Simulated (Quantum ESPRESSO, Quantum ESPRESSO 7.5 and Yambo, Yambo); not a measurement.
## BeTe (F-43m): Bethe-Salpeter spectra with Yambo

Wanted: excitons and ε₂ of BeTe (F-43m), with cost.

Program: Quantum ESPRESSO 7.5 and Yambo 5.3.0. Level of theory: PBE and many-body steps on it, plane waves. Results are calculated unless marked as measured.

Most raw output is cut from this account.

### 1. The starting structure

It takes space group F-43m (No. 216, cubic). Conventional cell: a = 5.663 Å, b = 5.663 Å, c = 5.663 Å, α = 90.00°, β = 90.00°, γ = 90.00°. Nearest to Be lie 4 Te at 2.45 Å. Nearest to Te lie 4 Be at 2.45 Å. Farther neighbours and most contacts between anions are not listed.

The cell and positions are those that the Materials Project relaxed with its own functionals (PBE, PBE+U or r2SCAN), kept fixed. Spin-orbit coupling is left out unless a step names it.

### 2. Empty states on the mesh, 4×4×4 mesh, 117 bands

This step: Quantum ESPRESSO 7.5; DFT, PBE, plane waves, norm-conserving pseudopotentials.

The sums over transitions need many empty states on a uniform mesh; this step solves for them.

Contents of pw.in:

```
&control
  calculation = 'nscf'
  prefix = 'x'
  outdir = 'o'
  pseudo_dir = 'pseudo'
/
&system
  ibrav = 0
  nat = 2
  ntyp = 2
  ecutwfc = 88.0
  nbnd = 117
  force_symmorphic = .true.
/
&electrons
  conv_thr = 1e-9
  electron_maxstep = 80
  diago_full_acc = .true.
  diago_thr_init = 5e-6
/
ATOMIC_SPECIES
  Be 9.012 Be.upf
  Te 127.6 Te.upf
CELL_PARAMETERS angstrom
  -0.0000000000 2.8314587876 2.8314587876
  2.8314587876 0.0000000000 2.8314587876
  2.8314587876 2.8314587876 0.0000000000
ATOMIC_POSITIONS crystal
  Be 0.0000000000 0.0000000000 0.0000000000
  Te 0.7500000000 0.7500000000 0.7500000000
K_POINTS automatic
  4 4 4 0 0 0
```

Started as:

```
> OMP_NUM_THREADS=1 mpirun -n 4 pw.x -nk 4 -in pw.in > pw.out
```

Elapsed: 9.9 s, on 4 MPI ranks of Arm Neoverse V1, shared host; peak memory 0.37 GiB.

This step gave:

| Property | Result |
| --- | --- |
| gap | 2.027 eV |
| k of the valence top | 0, 0, 0 |
| k of the conduction bottom | 0, -0.5, -0.5 |
| least direct gap | 3.645 eV |
| k points computed | 8 |
| lowest point of the top converged band, above the valence top | 86.6703 eV |

On this mesh the gap is 2.027 eV.

The density comes from a self-consistent run that is not shown.

### 3. Conversion and set-up

This step: Yambo 5.3.0; conversion and set-up on PBE, plane waves, norm-conserving pseudopotentials.

The states are converted to the many-body program's format and the q mesh is built.

Started as:

```
> (cd o/x.save; p2y > p2y.log; mv SAVE ../..); yambo > setup.log
```

The job ended after 2.7 s (1 MPI rank; peak memory 0.25 GiB).

### 4. Screening and self-energy, 4×4×4 mesh, 117 bands, screening to 163.3 eV

G0W0 replaces the xc potential by the self-energy, built once from these orbitals. Only a window of levels is corrected, while the sums run over the empty bands that the input names.

This step: G0W0 on PBE, plane waves, norm-conserving pseudopotentials.

Contents of gw1.in:

```
HF_and_locXC
gw0
dyson
ppa
em1d
rim_cut
RandQpts= 1000000
RandGvec= 1 RL
EXXRLvcs= 88 Ry
VXCRLvcs= 352 Ry
Chimod= "HARTREE"
% BndsRnXp
 1 | 117 |
%
NGsBlkXp= 12 Ry
% LongDrXp
 1 | 1 | 1 |
%
% GbndRnge
 1 | 117 |
%
DysSolver= "n"
ExtendOut
PPAPntXp= 27.21138 eV
% QPkrange
 1 | 1 | 13 | 16 |
 7 | 7 | 13 | 16 |
%
```

Started as:

```
> OMP_NUM_THREADS=1 mpirun -n 4 yambo -F gw1.in -J gw1 -C gw1 > gw1.log
```

Elapsed: 95 s, on 4 MPI ranks; peak memory 1.6 GiB; 6.3 min of CPU time.

This step gave:

```yaml
g0w0_gap_on_the_points_computed: 2.807 eV
starting_gap_on_the_mesh: 2.027 eV
k_of_the_valence_top: 0, 0, 0
k_of_the_conduction_bottom: 0, -0.5, -0.5
least_direct_g0w0_gap_on_the_computed_points: 4.682 eV
```

The gap on the mesh goes from 2.03 eV to 2.81 eV, a correction of +0.78 eV.

The gap opens by 0.780 eV; the next steps shift the empty bands rigidly by 1.038 eV, the correction at the start's least direct gap. The exciton steps add spin-orbit coupling, which this shift does not hold.

### 5. Empty states on the mesh, 4×4×4 mesh, 48 bands

This step: Quantum ESPRESSO 7.5; DFT, PBE with spin-orbit coupling, plane waves, norm-conserving pseudopotentials.

pw.in, as its differences from that of step 2:

```diff
@@ -11,4 +11,6 @@
   ecutwfc = 88.0
-  nbnd = 117
+  nbnd = 48
   force_symmorphic = .true.
+  noncolin = .true.
+  lspinorb = .true.
 /
```

Started as:

```
> OMP_NUM_THREADS=1 mpirun -n 4 pw.x -nk 4 -in pw.in > pw.out
```

It took 5.5 s on 4 MPI ranks; peak memory 0.38 GiB.

This step gave:

```
gap                                                           : 1.734 eV
k of the valence top                                          : 0, 0, 0
k of the conduction bottom                                    : 0, -0.5, -0.5
least direct gap                                              : 3.320 eV
k points computed                                             : 8
lowest point of the top converged band, above the valence top : 11.10 eV
```

On this mesh the gap is 1.734 eV.

The density comes from a self-consistent run that is not shown, made with spin-orbit coupling and fully relativistic files.

### 6. Conversion and set-up

This step: Yambo 5.3.0; conversion and set-up on PBE with spin-orbit coupling, plane waves, norm-conserving pseudopotentials.

Started as:

```
> (cd o/x.save; p2y > p2y.log; mv SAVE ../..); yambo > setup.log
```

Run time: 2.9 s. Hardware: 1 MPI rank; peak memory 0.25 GiB.

### 7. Excitons

Light makes an electron and a hole together. The Bethe-Salpeter equation adds their screened attraction and their exchange, in a window of bands around the gap.

This step: Bethe-Salpeter equation on PBE with a scissors shift with spin-orbit coupling, plane waves, norm-conserving pseudopotentials.

Contents of bse3.in:

```
optics
bss
bse
em1s
dipoles
rim_cut
RandQpts= 1000000
RandGvec= 1 RL
Chimod= "HARTREE"
BSKmod= "SEX"
BSEmod= "resonant"
BSSmod= "d"
BSENGexx= 20 Ry
BSENGBlk= 4 Ry
% BSEQptR
 1 | 1 |
%
% BSEBands
 23 | 34 |
%
% BEnRange
 0 | 7 | eV
%
% BDmRange
 0.1 | 0.1 | eV
%
BEnSteps= 141
% BLongDir
 1 | 0 | 0 |
%
% BndsRnXs
 21 | 48 |
%
NGsBlkXs= 4 Ry
% LongDrXs
 1 | 1 | 1 |
%
% KfnQP_E
 1.038 | 1.0 | 1.0 |
%
WRbsWF
FFTGvecs= 40 Ry
```

Started as:

```
> OMP_NUM_THREADS=2 mpirun -n 2 yambo -F bse3.in -J bse3 -C bse3 > bse3.log
```

Wall time 48 s (2 MPI ranks); peak memory 0.77 GiB.

This step gave:

* transitions in the window: 2304
* direct gap of the transition levels: 4.358 eV
* lowest state: 4.025 eV
* first strong exciton (over a fiftieth of the strongest listed): 4.043 eV
* binding of the lowest state below the direct gap: 0.3325 eV
* Coulomb term of one mesh cell: 0.3173 eV

The binding is 1.0 times the screened Coulomb term of one mesh cell (0.32 eV), so it is not shown settled.

The lowest state lies at 4.025 eV, 0.333 eV under the direct gap.

Lines within 3 meV are set at the lowest of them, and the highest group, which the list may cut short, is left out. Lines of the exciton spectrum (strongest = 100):

```csv
position (eV),lines merged,"strength, relative"
4.025,2,0.0
4.033,3,0.1
4.042,3,10
4.080,3,0.4
4.085,4,10
4.103,8,100
```

The ε₂ has structure finer than the step of the table below, so its rows give means over 0.2 eV, whole bins alone (the curve runs from 0 to 7 eV). Peaks (eV: height): BSE 4.35: 36.2, 4.70: 41.7, 5.55: 42.8, 6.25: 10.9; no electron-hole interaction 5.45: 23.3, 5.95: 75.6.

Field along x; broadening 0.1 eV; transition window only. Limits: finite bands, cutoff and mesh; coarse k mesh; exciton not shown settled in the k mesh. ε₂ against photon energy; means over each step:

```csv
photon energy (eV),BSE,no electron-hole interaction
0.2,0.0885,0.0660
0.4,0.0966,0.0712
0.6,0.106,0.0770
0.8,0.117,0.0837
1.0,0.130,0.0912
1.2,0.145,0.0999
1.4,0.162,0.110
1.6,0.184,0.122
1.8,0.210,0.135
2.0,0.242,0.152
2.2,0.283,0.171
2.4,0.337,0.196
2.6,0.407,0.225
2.8,0.505,0.264
3.0,0.647,0.313
3.2,0.866,0.380
3.4,1.24,0.476
3.6,2.01,0.622
3.8,4.21,0.874
4.0,15.2,1.42
4.2,24.3,3.50
4.4,29.2,8.42
4.6,28.2,10.5
4.8,38.6,17.5
5.0,21.6,16.7
5.2,20.7,20.5
5.4,24.7,21.5
5.6,33.2,16.1
5.8,9.96,31.3
6.0,5.60,60.5
6.2,9.47,18.7
6.4,5.44,14.5
6.6,4.88,13.4
6.8,5.07,7.59
```

### 8. Empty states on the mesh, 6×6×6 mesh, 48 bands

This step: Quantum ESPRESSO 7.5; DFT, PBE with spin-orbit coupling, plane waves, norm-conserving pseudopotentials.

pw.in, as its differences from that of step 5:

```diff
@@ -33,2 +33,2 @@
 K_POINTS automatic
-  4 4 4 0 0 0
+  6 6 6 0 0 0
```

Started as:

```
> OMP_NUM_THREADS=1 mpirun -n 4 pw.x -nk 4 -in pw.in > pw.out
```

Elapsed: 10 s, on 4 MPI ranks; peak memory 0.38 GiB.

Numbers from this step:

```
gap                                                           : 1.734 eV
k of the valence top                                          : 0, 0, 0
k of the conduction bottom                                    : 0, -0.5, -0.5
least direct gap                                              : 3.320 eV
k points computed                                             : 16
lowest point of the top converged band, above the valence top : 11.10 eV
```

On this mesh the gap is 1.734 eV.

### 9. Conversion and set-up

This step: Yambo 5.3.0; conversion and set-up on PBE with spin-orbit coupling, plane waves, norm-conserving pseudopotentials.

Started as:

```
> (cd o/x.save; p2y > p2y.log; mv SAVE ../..); yambo > setup.log
```

The job ended after 3.4 s (1 MPI rank; peak memory 0.25 GiB).

### 10. k mesh (6×6×6)

This step: Bethe-Salpeter equation on PBE with a scissors shift with spin-orbit coupling, plane waves, norm-conserving pseudopotentials.

bse5.in, as its differences from bse3.in of step 7:

```diff
@@ -18,3 +18,3 @@
 % BSEBands
- 23 | 34 |
+ 25 | 32 |
 %
```

Started as:

```
> OMP_NUM_THREADS=2 mpirun -n 2 yambo -F bse5.in -J bse5 -C bse5 > bse5.log
```

Elapsed: 2.3 min, on 2 MPI ranks; peak memory 1.5 GiB; 6 min of CPU time.

This step gave:

```
transitions in the window                                      : 3456
direct gap of the transition levels                            : 4.358 eV
lowest state                                                   : 4.108 eV
first strong exciton (over a fiftieth of the strongest listed) : 4.116 eV
binding of the lowest state below the direct gap               : 0.2492 eV
Coulomb term of one mesh cell                                  : 0.2604 eV
```

The binding is 0.96 times the screened Coulomb term of one mesh cell (0.26 eV), so it is not shown settled.

The lowest state lies at 4.108 eV, 0.249 eV under the direct gap.

The ε₂ has structure finer than the step of the table below, so its rows give means over 0.25 eV, whole bins alone (the curve runs from 0 to 7 eV). Peaks (eV: height): BSE 4.350: 17.2, 4.600: 22.8, 5.050: 25.0, 5.300: 28.5; no electron-hole interaction 5.950: 45.7.

Field along x; broadening 0.1 eV; transition window only. Limits: finite bands, cutoff and mesh; exciton not shown settled in the k mesh. The ε₂ by photon energy; means over each step:

```csv
photon energy (eV),BSE,no electron-hole interaction
0.25,0.0611,0.0465
0.50,0.0681,0.0511
0.75,0.0764,0.0564
1.00,0.0863,0.0626
1.25,0.0983,0.0700
1.50,0.113,0.0787
1.75,0.132,0.0893
2.00,0.156,0.102
2.25,0.187,0.119
2.50,0.229,0.139
2.75,0.289,0.166
3.00,0.379,0.203
3.25,0.524,0.256
3.50,0.795,0.336
3.75,1.46,0.473
4.00,4.61,0.775
4.25,13.4,2.04
4.50,17.1,5.30
4.75,21.0,8.34
5.00,23.2,10.2
5.25,24.9,12.8
5.50,24.7,17.3
5.75,11.8,24.0
6.00,4.89,35.9
6.25,3.67,11.7
6.50,3.83,6.78
6.75,3.34,5.43
```

The window of bands is narrower than in the first exciton run, so this row is not like for like with it.

The program warns that the window of bands cuts a degenerate level, which breaks the symmetry of states and spectrum.

### 11. Spectrum in a wider window

Contents of bse6.in:

```
optics
bss
bse
em1s
dipoles
rim_cut
RandQpts= 1000000
RandGvec= 1 RL
Chimod= "HARTREE"
BSKmod= "SEX"
BSEmod= "resonant"
BSSmod= "h"
BSENGexx= 20 Ry
BSENGBlk= 4 Ry
% BSEQptR
 1 | 1 |
%
% BSEBands
 23 | 36 |
%
% BEnRange
 0 | 9 | eV
%
% BDmRange
 0.1 | 0.1 | eV
%
BEnSteps= 181
% BLongDir
 1 | 0 | 0 |
%
% BndsRnXs
 21 | 48 |
%
NGsBlkXs= 4 Ry
% LongDrXs
 1 | 1 | 1 |
%
% KfnQP_E
 1.038 | 1.0 | 1.0 |
%
BSHayTrs= -0.02
FFTGvecs= 40 Ry
```

Started as:

```
> OMP_NUM_THREADS=2 mpirun -n 2 yambo -F bse6.in -J bse6,bse5_W -C bse6 > bse6.log
```

Elapsed: 2.1 min, on 2 MPI ranks; peak memory 1.6 GiB; 8.1 min of CPU time.

Numbers from this step:

| Quantity | Value |
| --- | --- |
| transitions in the window | 10368 |
| direct gap of the transition levels | 4.358 eV |

### 12. The runs together

Times are wall times on 2 MPI ranks of Arm Neoverse V1, shared host, good to a factor of about two.

```csv
run,mesh,transitions,broadening (eV),direct gap (eV),lowest state (eV),binding (eV),mesh cell's term (eV),tallest peak (eV),height,time
excitons,4×4×4,2304,0.1,4.358,4.025,0.333,0.317,5.55,42.8,48 s
k mesh (6×6×6),6×6×6,3456,0.1,4.358,4.108,0.249,0.260,5.30,28.5,2.3 min
spectrum in a wider window,6×6×6,10368,0.1,4.358,-,-,-,5.30,30.2,2.1 min
```

### 13. Results

```
excitons                   : lowest state 4.025 eV (not settled in the k mesh)
k mesh (6×6×6)             : lowest state 4.108 eV (not settled in the k mesh)
spectrum in a wider window : tallest peak 5.3 eV
```

**Reading.** On the 4×4×4 mesh the lowest exciton lies at 4.025 eV, 0.333 eV below the direct gap; one cell of the mesh carries a screened Coulomb term of 0.32 eV, so this binding is not shown settled. That state is dark or weak; the first strong one lies at 4.043 eV. Bindings below are those of the lowest state. k mesh (6×6×6), against «excitons (4×4×4)»: the lowest state moves by +0.083 eV (keys changed: BSEBands, the mesh and the band window). Spectrum in a wider window, against «k mesh (6×6×6)»: the tallest peak stays (keys changed: BSEBands, BSSmod, BSHayTrs, BEnRange, BEnSteps and the band window). Lines within a few meV of each other can be one level split by numerical noise, or distinct levels. Screening is static and electronic alone, and only transitions inside the band window count. The 4×4×4 mesh is coarse for this cell, which bears on the long-range parts of exchange and screening.

[Paths, hosts, dates, memory and timing lines, banners, echoed tables and standing remarks are left out of the program output.]

[Logs are printed without paths, hosts, clocks, repeated set-up lines and the standing remarks that a program may print on its own settings, such as how far it seeks lower states.]

[Runs of the session that timed out or met a known fault of the program may be left out.]

[Hosts, paths, dates, database ids (printed as entryN), source tags and the programs' standing remarks are cut or masked in the printed files.]
